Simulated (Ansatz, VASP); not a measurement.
## Be: VASP beside Ansatz

```
CELL_PARAMETERS angstrom
0.00000 2.31214 2.31214
2.31214 0.00000 2.31214
2.31214 2.31214 0.00000
ATOMIC_POSITIONS crystal
Be 0.12500 0.12500 0.12500
Be 0.87500 0.87500 0.87500
```

Alike in both runs: task single point; functional LDA; k mesh 13 × 13 × 13; occupations fermi-dirac, width 0.1 eV; no spin polarisation.

|  | VASP | Ansatz |
| --- | --- | --- |
| version | VASP 6.6.1 | Ansatz 0.2.0 |
| potentials or method | VASP PAW LDA potentials, release 64 (Be) | plane waves (420 eV) with PAW, scalar-relativistic |
| plane-wave cutoff (eV) | 520 | 420 |
| valence electrons in the cell | 4 | 4 |

Ansatz gave:

- pressure (GPa): 7.5

Problem. Which values does VASP return?

Solution. Pressure (GPa): 7.7.

Ansatz warned: «pseudo_functional_mismatch».
